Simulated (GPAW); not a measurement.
TaAs, 4 atoms in the cell. The typed cell holds 4 atoms: a = 6.353 Å, b = 6.353 Å, c = 6.353 Å, α = 148.55°, β = 148.55°, γ = 45.07°. The cell is a database's computed one. The cell isn't the ideal one: atoms moved at random, drawn with an rms of 0.05 Å.

- Program: GPAW 26.7.0
- Task: single point
- Functional: PBEsol
- Potentials or basis: PAW data sets generated in the run's folder for this functional
- Cutoff: 600 eV
- Basis: pw
- k mesh: 11 × 11 × 11
- Occupations: fermi-dirac, width 0.05 eV
- Spin: no spin polarisation
- Ranks: 4
- Maxiter: 150

Potentials or basis: PAW data sets generated in the run's folder for this functional, pw.

Launch:

```console
$ gpaw-setup -f PBEsol As Ta
$ OMP_NUM_THREADS=1 mpirun -n 4 gpaw python run.py
```

Hardware: 4 MPI ranks on Arm Neoverse V1, on a shared host.

Q: Estimate the wall time of this run.

A: It took 9.7 min on 4 MPI ranks on Arm Neoverse V1, with other jobs on the host, peak memory 0.54 GiB a rank. Counts: scf iterations 11, plane waves 2348, bands 34, k points 666.
